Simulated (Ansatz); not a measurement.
Rows from a G0W0 calculation on P vacancy (charge +3) in GaP (31-atom cell) (Ansatz 0.2.0; G0W0 on LDA, plane waves, PAW; PAW set soft_1; 2×2×2 mesh, 683 empty bands, screening to 85 eV, PAW set soft_1 files), in eV. Spin-orbit coupling is left out.

```csv
row,k,band,start,Σx,Σc at the solution,Vxc
A,"(0.000, 0.000, -0.500)",v1,6.180,-17.031,1.495,-15.455
B,"(0.000, 0.000, -0.500)",c2,8.056,-7.458,-3.793,-11.822
C,Γ,c2,7.646,-9.590,-3.711,-14.035
D,Γ,v1,6.167,-16.795,1.445,-15.268
E,Γ,c1,6.748,-6.351,-3.467,-10.205
F,"(0.000, 0.000, -0.500)",c1,7.534,-6.759,-3.517,-10.681
```

Work out each quasiparticle level and how far it moved.

The quasiparticle equation reads E = start + Σx + Σc(E) − Vxc.

```
row  E (eV)  shift (eV)
  A   6.099      −0.081
  B   8.627      +0.571
  C   8.380      +0.734
  D   6.086      −0.081
  E   7.135      +0.386
  F   7.940      +0.406
```

The gap over the computed points goes from 0.57 eV to 1.04 eV.

Limits: not at the basis limit; charged cell, levels uncorrected; no spin-orbit coupling; coarse k mesh.

[Paths, hosts, dates, memory and timing lines, banners, echoed tables and standing remarks are left out of the program output.]

[Logs are printed without paths, hosts, clocks, repeated set-up lines and the standing remarks that a program may print on its own settings, such as how far it seeks lower states.]

[Runs of the session that timed out or met a known fault of the program may be left out.]

[Cells called generated may have been cut or substituted from an entry of the Crystallography Open Database or the Materials Project.]

[Hosts, paths, dates, database ids (printed as entryN), source tags and the programs' standing remarks are cut or masked in the printed files.]
